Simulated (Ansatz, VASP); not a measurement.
## One calculation of Rb, two programs

Contents of INCAR:

```
SYSTEM = Rb
ALGO = Normal
EDIFF = 1E-7
ENCUT = 520
GGA = PE
ISIF = 2
ISMEAR = -1
LASPH = .True.
LCHARG = .True.
LELF = .True.
LREAL = .False.
LVHAR = .True.
LWAVE = .False.
NBANDS = 10
NELM = 80
PREC = Accurate
SIGMA = 0.05
```

File KPOINTS:

```
k-points
0
Gamma
  7 7 7
  0 0 0
```

The input POSCAR:

```
Rb
1.0
   -2.8941987776      2.8941987776      2.6750980186
    2.8941987776     -2.8941987776      2.6750980186
    2.8941987776      2.8941987776     -2.6750980186
Rb
1
Direct
    0.0000000000      0.0000000000      0.0000000000
```

File input.yaml:

```yaml
crystal:
  lattice:
    - [-2.8941987776, 2.8941987776, 2.6750980186]
    - [2.8941987776, -2.8941987776, 2.6750980186]
    - [2.8941987776, 2.8941987776, -2.6750980186]
  atoms:
    - { symbol: Rb, position: [0.0, 0.0, 0.0] }
kpoints:
  mp_grid: { grid: [7, 7, 7] }
scf:
  occupations: { method: fermi_dirac, width: 0.05 }
hamiltonian:
  xc: pbe
  pseudopotentials: { kind: all_electron, lapw: { basis_error: 0.0005 } }
output:
  forces: true
  stress: true
  eigenvalues: true
```

Change from the starting cell: volume scaled by 0.94.

Alike in both runs: task single point; functional PBE; k mesh 7 × 7 × 7; occupations fermi-dirac, width 0.05 eV; no spin polarisation.

|  | VASP | Ansatz |
| --- | --- | --- |
| version | VASP 6.6.1 | Ansatz 0.2.0 |
| potentials or method | VASP PAW PBE potentials, release 64 (Rb_sv) | all-electron LAPW, scalar-relativistic |
| plane-wave cutoff (eV) | 520 | see its input |

```tsv
	VASP	Ansatz	Ansatz less VASP
gap on the k mesh at the Fermi level (eV)	none	none	-
pressure (GPa)	0.0	0.0	0.00
```

A gap of «none» marks a metal or a gap that the smearing closes. Ansatz ran all-electron here, so the differences hold the error of VASP's frozen core and of both bases.
